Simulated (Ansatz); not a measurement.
Runs of Ansatz 0.2.0 on GaSb. It takes space group F-43m (No. 216, cubic). The conventional cell has a = 6.118 Å, b = 6.118 Å, c = 6.118 Å, α = 90.00°, β = 90.00°, γ = 90.00°. Sb (site symmetry -43m) has 4 Ga at 2.65 Å as nearest neighbours. Ga (site symmetry -43m) is surrounded by 4 Sb at 2.65 Å. 

```tsv
task	level	spin	cell	k mesh	mesh quality	gap on the mesh (eV)	pressure (GPa)	relaxed volume (Å³/atom)
single point	PBE0	SOC, no magnetisation	as given	4 × 4 × 4	coarse	1.27	0.6	-
relaxation of cell and atoms	PBEsol+D3(BJ)	off	relaxed	8 × 8 × 8	not flagged	0.25	0.0	27.56
relaxation of cell and atoms	RPBE+D3(BJ)	off	relaxed	8 × 8 × 8	not flagged	(a)	0.0	25.67
relaxation of cell and atoms	PBEsol+D4	off	relaxed	8 × 8 × 8	not flagged	(c)	0.0	(b)
```

Alike in all rows: potentials or basis Ansatz PAW; cutoff (eV) 420; smearing fermi-dirac 0.05 eV.

Q: Estimate the missing entries.

A: (a) 0.72; (b) 27.84; (c) 0.18.

Caveats: some runs use coarse meshes; the PAW data sets come from PBE, with cores solved anew for the run's functional, which leaves a small shift of forces and pressure; the plane-wave basis is chosen anew once the cell has moved, so the energies of steps on either side of that aren't comparable (some runs); spin-orbit coupling is left out, which moves the levels of the heavy elements (some runs); the thresholds are loose for stress (some runs); the volume moved by -10 % from the deposited cell, more than functionals usually miss (some runs).

A k mesh can miss the band edges, and rows without SOC leave out spin-orbit coupling on Ga, Sb.

Runs at the PBE level aren't shown here.
